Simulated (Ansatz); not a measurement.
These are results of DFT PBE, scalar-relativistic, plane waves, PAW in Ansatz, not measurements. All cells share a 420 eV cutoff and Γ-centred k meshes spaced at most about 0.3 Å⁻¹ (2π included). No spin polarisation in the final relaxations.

These are static total energies at zero pressure. Lower structures may exist.

Problem. Order these relaxed structures of BN by energy, lowest first, with the energy over the lowest of them.
1.

Space group I4/mmm (No. 139). a = 5.381 Å, b = 5.381 Å, c = 2.623 Å, α = 90.00°, β = 90.00°, γ = 90.00°
| atom | site | symmetry | x | y | z |
| --- | --- | --- | --- | --- | --- |
| B | 2a | 4/mmm | 0.0000 | 0.0000 | 0.0000 |
| N | 2b | 4/mmm | 0.0000 | 0.0000 | 0.5000 |

2.

Space group F-43m (No. 216). a = 3.625 Å, b = 3.625 Å, c = 3.625 Å, α = 90.00°, β = 90.00°, γ = 90.00°
```
atom  site  symmetry       x       y       z
   B    4a      -43m  0.0000  0.0000  0.0000
   N    4c      -43m  0.2500  0.2500  0.2500
```

3.

Space group P6_3/mmc (No. 194). a = 2.512 Å, b = 2.512 Å, c = 8.344 Å, α = 90.00°, β = 90.00°, γ = 120.00°
```json
{"atom": "B", "site": "2c", "symmetry": "-6m2", "x": "0.3333", "y": "0.6667", "z": "0.2500"}
{"atom": "N", "site": "2d", "symmetry": "-6m2", "x": "0.3333", "y": "0.6667", "z": "0.7500"}
```

Solution. 3 (0 meV/atom), 2 (77 meV/atom), 1 (808 meV/atom). Forms: 3 hexagonal BN type, P6_3/mmc; 2 zinc blende type, F-43m; 1 I4/mmm. Counting N atoms around B (those within 1.25 times the shortest such distance or 1.15 times the sum of covalent radii): cell 3 has B 3; cell 2 has B 4; cell 1 has B 2.

No dispersion correction is applied, so the spacing and binding between layers, chains or molecules are poorly described (P6_3/mmc, I4/mmm), and this can change margins and order among such cells. The P6_3/mmc cell at 11.4 Å³/atom was relaxed from a cell as deposited in COD. The F-43m cell at 6.0 Å³/atom was relaxed from a cell as deposited in COD. Cells relaxed within their symmetry can be saddle points. Some types were kept out of the candidates beforehand, so the set may lack a known form.
